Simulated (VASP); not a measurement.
# RbBr (Fm-3m) in VASP: a series of runs

One crystal, RbBr, is run at these levels: r2SCAN; tasks: single point.

Everything below comes from runs of VASP 6.6.1. Logs are shortened: lines on timing, memory, paths and dates and some standing lists are left out, and cuts for length are marked.

### 1 The crystal as given

The structure is cubic, space group Fm-3m (No. 225). Conventional cell: a = 6.854 Å, b = 6.854 Å, c = 6.854 Å, α = 90.00°, β = 90.00°, γ = 90.00°. Rb (site symmetry m-3m) has 6 Br at 3.43 Å as nearest neighbours. Br (site symmetry m-3m) has 6 Rb at 3.43 Å as nearest neighbours.

### 2 Single point, r2SCAN

Input file INCAR:

```
PREC     = Accurate       # precision mode
ENCUT    = 350            # plane-wave cutoff, eV
EDIFF    = 1E-6           # SCF threshold, eV
ISMEAR   = 0              # smearing method
SIGMA    = 0.05           # smearing width, eV
LREAL    = False          # projectors in reciprocal space
LASPH    = True           # aspherical terms in the spheres
NELM     = 100            # most SCF steps
ALGO     = Normal         # electronic algorithm
ISIF     = 2              # what is computed and relaxed
LWAVE    = False          # write WAVECAR
LCHARG   = False          # write CHGCAR
METAGGA  = R2SCAN         # meta-GGA
LMIXTAU  = True         
NBANDS   = 15             # bands
ADDGRID  = False
```

Input file KPOINTS:

```
Automatic mesh
0
Gamma
  6 6 6
```

Input file POSCAR:

```
RbBr
1.0
    0.0000000000      3.4270000000      3.4270000000
    3.4270000000      0.0000000000      3.4270000000
    3.4270000000      3.4270000000      0.0000000000
Rb Br
1 1
Direct
   -0.0027730000      0.0260310000     -0.0127250000
    0.5081730000      0.5251300000      0.4723360000
```

Potentials or basis: VASP PAW PBE potentials, release 64 (Rb_sv, Br).

Launch:

```sh
cat potpaw_PBE.64/Rb_sv/POTCAR potpaw_PBE.64/Br/POTCAR > POTCAR
mpirun -np 1 vasp_std > vasp.out
```

OUTCAR:

```text
PREC = Accurate
   ENCUT = 350
   EDIFF = 1E-6
   ISMEAR = 0
   LREAL = False
   LASPH = True
   NELM = 100
   ISIF = 2
   METAGGA = R2SCAN

 Found    112 irreducible k-points:

 Following reciprocal coordinates:
            Coordinates               Weight
  0.000000  0.000000  0.000000      1.000000
  0.166667  0.000000  0.000000      2.000000
  0.000000  0.166667  0.000000      2.000000
  0.000000  0.000000  0.166667      2.000000
  0.166667  0.166667  0.166667      2.000000
  0.333333  0.000000  0.000000      2.000000
   k-points           NKPTS =    112   k-points in BZ     NKDIM =    112   number of bands    NBANDS=     15
   number of dos      NEDOS =    301   number of ions     NIONS =      2
   total plane-waves  NPLWV =  27000
   dimension x,y,z NGX =    30 NGY =   30 NGZ =   30
   dimension x,y,z NGXF=    60 NGYF=   60 NGZF=   60
   ions per type =               1   1
   NGX,Y,Z   is equivalent  to a cutoff of  10.29, 10.29, 10.29 a.u.
   NGXF,Y,Z  is equivalent  to a cutoff of  20.58, 20.58, 20.58 a.u.
 SYSTEM =  unknown system
   PREC   = accura    normal or accurate (medium, high low for compatibility)
   ISTART =      0    job   : 0-new  1-cont  2-samecut
   ICHARG =      2    charge: 1-file 2-atom 10-const
   ISPIN  =      1    spin polarized calculation?
   LNONCOLLINEAR =      F non collinear calculations
   LSORBIT =      F    spin-orbit coupling
   LASPH  =      T    aspherical Exc in radial PAW
   ENCUT  =  350.0 eV  25.72 Ry    5.07 a.u.   7.39  7.39  7.39*2*pi/ulx,y,z
   NELM   =    100;   NELMIN=  2; NELMDL= -5     # of ELM steps
   EDIFF  = 0.1E-05   stopping-criterion for ELM
   LREAL  =      F    real-space projection
   EDIFFG = 0.1E-04   stopping-criterion for IOM
   NSW    =      0    number of steps for IOM
   IBRION =     -1    ionic relax: 0-MD 1-quasi-New 2-CG
   NFREE  =      0    steps in history (QN), initial steepest desc. (CG)
   ISIF   =      2    stress and relaxation
   ISYM   =      2    0-nonsym 1-usesym 2-fastsym
   POTIM  = 0.5000    time-step for ionic-motion
   TEBEG  =    0.0;   TEEND  =   0.0 temperature during run
   PSTRESS=    0.0 pullay stress
   NELECT =      16.0000    total number of electrons
   NUPDOWN=      -1.0000    fix difference up-down
   EMIN   =  10.00;   EMAX   =-10.00  energy-range for DOS
   EFERMI =   0.00;   METHOD = LEGACY
   ISMEAR =     0;   SIGMA  =   0.05  broadening in eV -4-tet -1-fermi 0-gaus
   EFERMI_NEDOS =   21; number of points for ismear=-14 and -15
   IALGO  =     38    algorithm
   IMIX   =      4    mixing-type and parameters
     AMIX     =   0.40;   BMIX     =  1.00
     AMIX_MAG =   1.60;   BMIX_MAG =  1.00
  volume/ion in A,a.u.               =      40.25       271.61
  Fermi-wavevector in a.u.,A,eV,Ry     =   0.955412  1.805467 12.419564  0.912812
  Thomas-Fermi vector in A             =   2.084247
   LORBIT       =      0    0 simple, 1 ext, 2 COOP (PROOUT), +10 PAW based schemes
   METAGGA = R2SCAN    functional components
   LHFCALC =     F    Hartree Fock is set to
   AEXX    =    0.0000 exact exchange contribution
   IVDW    =     0    specifies the selected vdW correction
   LEPSILON=     F    determine dielectric tensor
   LRPA    =     F    only Hartree local field effects (RPA)
 non-spin polarized calculation
 Gauss-broadening in eV      SIGMA  =   0.05
  energy-cutoff  :      350.00
  volume of cell :       80.50
 maximum number of plane-waves:      1243
 NGX is ok and might be reduce to    30
   NGX = 15   NGY = 15   NGZ = 15

 number of electron      16.0000002 magnetization

 Free energy of the ion-electron system (eV)
  ---------------------------------------------------
  ext. energy  EPLUGINS =         0.00000000
  ---------------------------------------------------
  free energy    TOTEN  =       -31.14762725 eV

  energy without entropy =      -31.14762725  energy(sigma->0) =      -31.14762725

 E-fermi :  -1.9461     XC(G=0):  -7.6310

 val. band max:       -2.1596276174   @ k =   0.0000   0.0000   0.0000
 cond. band min:       2.8107776847   @ k =   0.0000   0.0000   0.0000
 fundamental gap:      4.9704053021
 Fermi energy:        -1.9460830354

 k-point     1 :       0.0000    0.0000    0.0000
  band No.  band energies     occupation
      1     -27.3119      2.00000
      2     -14.7734      2.00000
      3     -10.8420      2.00000
      4     -10.8415      2.00000
      5     -10.8413      2.00000
      6      -2.1603      2.00000
      7      -2.1600      2.00000
      8      -2.1596      2.00000
      9       2.8108      0.00000
     10       5.7215      0.00000
     11       5.7252      0.00000
     12       5.7291      0.00000
     13       6.7943      0.00000
     14       6.7985      0.00000
     15       9.1770      0.00000

 k-point     2 :       0.1667    0.0000    0.0000
  band No.  band energies     occupation
      1     -27.3094      2.00000
      2     -14.7841      2.00000
      3     -10.8439      2.00000
      4     -10.8434      2.00000
      5     -10.8272      2.00000
      6      -2.4514      2.00000
      7      -2.2519      2.00000
      8      -2.2514      2.00000
      9       3.4429      0.00000
     10       5.5366      0.00000
     11       6.0620      0.00000
     12       6.0672      0.00000
     13       7.2147      0.00000
     14       7.2179      0.00000
     15      10.2576      0.00000

 k-point     3 :       0.0000    0.1667    0.0000
  band No.  band energies     occupation
      1     -27.3094      2.00000
      2     -14.7842      2.00000
      3     -10.8445      2.00000
      4     -10.8432      2.00000
      5     -10.8267      2.00000
      6      -2.4516      2.00000
      7      -2.2519      2.00000
      8      -2.2507      2.00000
      9       3.4429      0.00000
     10       5.5322      0.00000
     11       6.0627      0.00000
     12       6.0669      0.00000
     13       7.2149      0.00000
     14       7.2220      0.00000
     15      10.2573      0.00000

 k-point     4 :       0.0000    0.0000    0.1667
  band No.  band energies     occupation
      1     -27.3095      2.00000
      2     -14.7841      2.00000
      3     -10.8437      2.00000
      4     -10.8432      2.00000
      5     -10.8276      2.00000
      6      -2.4513      2.00000
      7      -2.2522      2.00000
      8      -2.2518      2.00000
      9       3.4428      0.00000
     10       5.5405      0.00000
     11       6.0631      0.00000
     12       6.0658      0.00000
     13       7.2128      0.00000
     14       7.2161      0.00000
     15      10.2579      0.00000

 k-point     5 :       0.1667    0.1667    0.1667
  band No.  band energies     occupation
      1     -27.3094      2.00000
      2     -14.7842      2.00000
      3     -10.8444      2.00000
      4     -10.8432      2.00000
      5     -10.8268      2.00000
      6      -2.4515      2.00000
      7      -2.2519      2.00000
      8      -2.2508      2.00000
      9       3.4429      0.00000
     10       5.5330      0.00000
     11       6.0624      0.00000
     12       6.0671      0.00000
     13       7.2149      0.00000
     14       7.2212      0.00000
     15      10.2574      0.00000

 k-point     6 :       0.3333    0.0000    0.0000
  band No.  band energies     occupation
      1     -27.3045      2.00000
      2     -14.8053      2.00000
      3     -10.8469      2.00000
      4     -10.8465      2.00000
      5     -10.8007      2.00000
      6      -2.9261      2.00000
      7      -2.4250      2.00000
      8      -2.4244      2.00000
      9       4.6460      0.00000
     10       5.6765      0.00000
     11       7.0137      0.00000
     12       7.0171      0.00000
     13       8.2557      0.00000
     14       8.2595      0.00000
     15      10.2816      0.00000

 [... further k-points ...]

------------------------ aborting loop because EDIFF is reached ----------------------------------------

  FORCE on cell =-STRESS in cart. coord.  units (eV):
  Direction    XX          YY          ZZ          XY          YZ          ZX
  --------------------------------------------------------------------------------------
  -------------------------------------------------------------------------------------
  Total        0.2628631      0.2345626      0.2449322     -0.0019901      0.0012495      0.0049663
  in kB        5.2320029      4.6687118      4.8751073     -0.0396112      0.0248705      0.0988479
  external PRESSURE =       4.9252740 kB  Pullay stress =       0.0000000 kB

 VOLUME and BASIS-vectors are now :
 -----------------------------------------------------------------------------
  energy-cutoff  :      350.00
  volume of cell :       80.50
      direct lattice vectors                 reciprocal lattice vectors
     0.000000000  3.427000000  3.427000000    -0.145900204  0.145900204  0.145900204
     3.427000000  0.000000000  3.427000000     0.145900204 -0.145900204  0.145900204
     3.427000000  3.427000000  0.000000000     0.145900204  0.145900204 -0.145900204

 POSITION                                       TOTAL-FORCE (eV/Angst)
 -----------------------------------------------------------------------------------
      3.47260      6.80089      3.50671        -0.074902     -0.018639      0.047169
      3.41832      3.36020      3.54113         0.074902      0.018639     -0.047169
 -----------------------------------------------------------------------------------
    total drift:                                0.001202     -0.000516     -0.001401

  FREE ENERGIE OF THE ION-ELECTRON SYSTEM (eV)
  ---------------------------------------------------
  free  energy   TOTEN  =       -31.1476272503 eV

  energy  without entropy=      -31.1476272503  energy(sigma->0) =      -31.14762725
```

Run time: 5.8 min. Hardware: 1 thread of Intel Xeon Platinum 8375C at 2.90GHz (Ice Lake), shared host; peak memory 0.22 GiB.

The run converged, but some of its settings lie outside the range that counts as converged, so its numbers aren't taken as properties of the crystal.

Results:

```
Free energy            : -31.1476 eV
Pressure               : 0.5 GPa
Largest force          : 0.090 eV/Å
Band gap on the k mesh : 4.97 eV, direct
```

Caveat: the PAW data sets were made with another functional, which shifts forces and pressure a little.

### 3 Single point, r2SCAN

INCAR: that of step 2 with these lines changed.

```diff
@@ -1,3 +1,3 @@
 PREC     = Accurate       # precision mode
-ENCUT    = 350            # plane-wave cutoff, eV
+ENCUT    = 400            # plane-wave cutoff, eV
 EDIFF    = 1E-6           # SCF threshold, eV
```

KPOINTS is that of step 2.

Input file POSCAR:

```
RbBr
1.0
    0.0000000000      3.4270000000      3.4270000000
    3.4270000000      0.0000000000      3.4270000000
    3.4270000000      3.4270000000      0.0000000000
Rb Br
1 1
Direct
    0.0000000000      0.0000000000      0.0000000000
    0.5000000000      0.5000000000      0.5000000000
```

Potentials or basis: VASP PAW PBE potentials, release 64 (Rb_sv, Br).

Launch:

```sh
cat potpaw_PBE.64/Rb_sv/POTCAR potpaw_PBE.64/Br/POTCAR > POTCAR
mpirun -np 1 vasp_std > vasp.out
```

OUTCAR:

```text
PREC = Accurate
   ENCUT = 400
   EDIFF = 1E-6
   ISMEAR = 0
   LREAL = False
   LASPH = True
   NELM = 100
   ISIF = 2
   METAGGA = R2SCAN

 Found     16 irreducible k-points:

 Following reciprocal coordinates:
            Coordinates               Weight
  0.000000  0.000000  0.000000      1.000000
  0.166667  0.000000  0.000000      8.000000
  0.333333  0.000000  0.000000      8.000000
  0.500000  0.000000  0.000000      4.000000
  0.166667  0.166667  0.000000      6.000000
  0.333333  0.166667  0.000000     24.000000
   k-points           NKPTS =     16   k-points in BZ     NKDIM =     16   number of bands    NBANDS=     15
   number of dos      NEDOS =    301   number of ions     NIONS =      2
   total plane-waves  NPLWV =  32768
   dimension x,y,z NGX =    32 NGY =   32 NGZ =   32
   dimension x,y,z NGXF=    64 NGYF=   64 NGZF=   64
   ions per type =               1   1
   NGX,Y,Z   is equivalent  to a cutoff of  10.98, 10.98, 10.98 a.u.
   NGXF,Y,Z  is equivalent  to a cutoff of  21.95, 21.95, 21.95 a.u.
 SYSTEM =  unknown system
   PREC   = accura    normal or accurate (medium, high low for compatibility)
   ISTART =      0    job   : 0-new  1-cont  2-samecut
   ICHARG =      2    charge: 1-file 2-atom 10-const
   ISPIN  =      1    spin polarized calculation?
   LNONCOLLINEAR =      F non collinear calculations
   LSORBIT =      F    spin-orbit coupling
[... 70 lines left out ...]
     10       5.7220      0.00000
     11       5.7220      0.00000
     12       5.7220      0.00000
     13       6.7921      0.00000
     14       6.7921      0.00000
[... 77 lines left out ...]
      2     -14.7839      2.00000
      3     -10.8705      2.00000
      4     -10.8675      2.00000
      5     -10.8290      2.00000
      6      -2.8122      2.00000
      7      -2.3716      2.00000
      8      -2.3221      2.00000
      9       4.5024      0.00000
     10       4.9189      0.00000
     11       7.1957      0.00000
     12       7.3797      0.00000
     13       7.6131      0.00000
     14       8.2550      0.00000
     15      10.4260      0.00000

 [... further k-points ...]

------------------------ aborting loop because EDIFF is reached ----------------------------------------

  FORCE on cell =-STRESS in cart. coord.  units (eV):
  Direction    XX          YY          ZZ          XY          YZ          ZX
  --------------------------------------------------------------------------------------
  -------------------------------------------------------------------------------------
  Total        0.2369442      0.2369442      0.2369442     -0.0000000      0.0000000      0.0000000
  in kB        4.7161141      4.7161141      4.7161141     -0.0000000      0.0000000      0.0000000
  external PRESSURE =       4.7161141 kB  Pullay stress =       0.0000000 kB

 VOLUME and BASIS-vectors are now :
 -----------------------------------------------------------------------------
  energy-cutoff  :      400.00
  volume of cell :       80.50
      direct lattice vectors                 reciprocal lattice vectors
     0.000000000  3.427000000  3.427000000    -0.145900204  0.145900204  0.145900204
     3.427000000  0.000000000  3.427000000     0.145900204 -0.145900204  0.145900204
     3.427000000  3.427000000  0.000000000     0.145900204  0.145900204 -0.145900204

 POSITION                                       TOTAL-FORCE (eV/Angst)
 -----------------------------------------------------------------------------------
      0.00000      0.00000      0.00000         0.000000      0.000000      0.000000
      3.42700      3.42700      3.42700         0.000000      0.000000      0.000000
 -----------------------------------------------------------------------------------
    total drift:                                0.000000     -0.000000     -0.000000

  FREE ENERGIE OF THE ION-ELECTRON SYSTEM (eV)
  ---------------------------------------------------
  free  energy   TOTEN  =       -31.1514939275 eV

  energy  without entropy=      -31.1514939275  energy(sigma->0) =      -31.15149393
```

OSZICAR:

```text
N       E                     dE             d eps       ncg     rms          rms(c)
DAV:   1     0.428328162286E+02    0.42833E+02   -0.58408E+03   480   0.752E+02
DAV:   2    -0.307930416346E+02   -0.73626E+02   -0.67314E+02   696   0.151E+02
DAV:   3    -0.355979220526E+02   -0.48049E+01   -0.47770E+01   656   0.391E+01
[... 12 lines left out ...]
DAV:  16    -0.311514711412E+02   -0.72480E-04   -0.80791E-05   508   0.715E-02    0.464E-03
DAV:  17    -0.311514906196E+02   -0.19478E-04   -0.76257E-06   536   0.240E-02    0.356E-03
DAV:  18    -0.311514826408E+02    0.79788E-05   -0.65062E-06   501   0.275E-02    0.280E-03
DAV:  19    -0.311514934325E+02   -0.10792E-04   -0.31668E-06   508   0.164E-02    0.490E-04
DAV:  20    -0.311514939275E+02   -0.49498E-06   -0.12729E-07   492   0.303E-03
   1 F= -.31151494E+02 E0= -.31151494E+02  d E =-.304037E-11
```

stdout:

```text
POSCAR found type information on POSCAR RbBr
 POSCAR found :  2 types and       2 ions
 scaLAPACK will be used
 -----------------------------------------------------------------------------
|                                                                             |
|                                                                             |
|     You enforced a specific xc type in the INCAR file but a different       |
|     I HOPE YOU KNOW WHAT YOU ARE DOING!                                     |
|                                                                             |
 -----------------------------------------------------------------------------

 LDA part: xc-table for (None), standard interpolation
 POSCAR, INCAR and KPOINTS ok, starting setup
 FFT: planning ... GRIDC
 FFT: planning ... GRID_SOFT
 FFT: planning ... GRID
 WAVECAR not read
 entering main loop
```

It took 50 s on 1 thread of Intel Xeon Platinum 8375C at 2.90GHz (Ice Lake), shared host; peak memory 0.18 GiB.

These settings aren't checked as converged: the numbers below hold their error.

Results:

| Quantity | Value |
| --- | --- |
| Free energy | -31.1515 eV |
| Pressure | 0.5 GPa |
| Band gap on the k mesh | 4.97 eV, direct |

Caveat: the PAW data sets were made with another functional, which shifts forces and pressure a little.

### 4 Single point, r2SCAN

INCAR is that of step 3.

KPOINTS is that of step 3.

Input file POSCAR:

```
RbBr
1.0
    0.0000000000      3.4270000000      3.4270000000
    3.4270000000      0.0000000000      3.4270000000
    3.4270000000      3.4270000000      0.0000000000
Rb Br
1 1
Direct
   -0.0027730000      0.0260310000     -0.0127250000
    0.5081730000      0.5251300000      0.4723360000
```

Launch:

```sh
cat potpaw_PBE.64/Rb_sv/POTCAR potpaw_PBE.64/Br/POTCAR > POTCAR
mpirun -np 1 vasp_std > vasp.out
```

It took 4.2 min on 1 thread of Intel Xeon Platinum 8375C at 2.90GHz (Ice Lake), shared host; peak memory 0.24 GiB.

The run converged, but some of its settings lie outside the range that counts as converged, so its numbers aren't taken as properties of the crystal.

What came out:

| Property | Result |
| --- | --- |
| Free energy | -31.1485 eV |
| Pressure | 0.5 GPa |
| Largest force | 0.091 eV/Å |
| Band gap on the k mesh | 4.97 eV, direct |

Caveat: the PAW data sets were made with another functional, which shifts forces and pressure a little.
